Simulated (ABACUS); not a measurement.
A run of ABACUS 3.10.1:

The input run_abacus.py:

```python
"""ABACUS run from a structure file: ASE reads it, the script writes STRU, KPT and INPUT."""
import re
import subprocess
from ase.io import read
from ase.units import Bohr

atoms = read("SnO.xyz")
atoms = atoms[(-atoms.numbers).argsort(kind="stable")]  # ABACUS lists atoms element by element
pseudo = {'Sn': 'Sn.upf', 'O': 'O.upf'}
orbital = {}
magmoms = None
kmesh = [6, 6, 5]
params = {
    'suffix': 'SnO',
    'calculation': 'scf',
    'basis_type': 'pw',
    'pseudo_dir': './',
    'symmetry': 1,
    'dft_functional': 'pbesol',
    'ecutwfc': 84,
    'pseudo_rcut': 7,
    'nspin': 1,
    'nbands': 30,
    'ks_solver': 'dav',
    'smearing_method': 'fd',
    'smearing_sigma': 0.00367493,
    'scf_thr': 1e-08,
    'scf_nmax': 100,
    'mixing_type': 'broyden',
    'mixing_beta': 0.7,
    'cal_force': 1,
    'cal_stress': 1,
    'out_chg': 1,
    'out_pot': 2,
    'out_elf': 1,
}

symbols = atoms.get_chemical_symbols()
elements = list(dict.fromkeys(symbols))
lines = ["ATOMIC_SPECIES"] + [f"{e} {atoms.get_masses()[symbols.index(e)]:.4f} {pseudo[e]}" for e in elements]
if orbital:
    lines += ["", "NUMERICAL_ORBITAL"] + [orbital[e] for e in elements]
lines += ["", "LATTICE_CONSTANT", f"{1 / Bohr:.10f}", "", "LATTICE_VECTORS"]
lines += [" ".join(f"{x:.10f}" for x in v) for v in atoms.cell]
lines += ["", "ATOMIC_POSITIONS", "Direct"]
for e in elements:
    lines += ["", e, "0.0", str(symbols.count(e))]
    for i, p in enumerate(atoms.get_scaled_positions(wrap=False)):
        if symbols[i] == e:
            mag = "" if magmoms is None else " mag " + " ".join(str(x) for x in (magmoms[i] if isinstance(magmoms[i], list) else [magmoms[i]]))
            lines.append(" ".join(f"{x:.10f}" for x in p) + " 1 1 1" + mag)
open("STRU", "w").write("\n".join(lines) + "\n")
open("KPT", "w").write("K_POINTS\n0\nGamma\n%d %d %d 0 0 0\n" % tuple(kmesh))
open("INPUT", "w").write("INPUT_PARAMETERS\n" + "".join(f"{k:<20s}{v}\n" for k, v in params.items()))

done = subprocess.run(['mpirun', '-np', '4', 'abacus'])
if done.returncode:
    raise SystemExit(done.returncode)
log = open("OUT.SnO/running_scf.log").read()
print("final energy (eV):", re.findall(r"FINAL_ETOT_IS (\S+)", log))
```

File SnO.xyz:

```xyz
4
Lattice="3.8136952200 0.0000000000 0.0000000000 0.0000000000 3.8136952200 0.0000000000 0.0000000000 0.0000000000 4.8869133000" Properties=species:S:1:pos:R:3 pbc="T T T"
Sn     1.9068476100      0.0000000000      3.7366616531
Sn     0.0000000000      1.9068476100      1.1502516469
O      0.0000000000      0.0000000000      0.0000000000
O      1.9068476100      1.9068476100      0.0000000000
```

Potentials or basis: PseudoDojo NC SR 0.4.1 PBEsol standard, plane waves.

The run is started by

```bash
$ OMP_NUM_THREADS=1 python run_abacus.py > log
```

Hardware: 4 MPI ranks on Intel(R) Xeon(R) Platinum 8488C (Sapphire Rapids) (shared host).

Problem. How long does it take, and how much memory?

Solution. Run time: 45 s on 4 MPI ranks on Intel(R) Xeon(R) Platinum 8488C (Sapphire Rapids), with other jobs on the host, peak memory 0.36 GiB a rank. Counts: scf iterations 9, k points 30, bands 30, ranks 4.
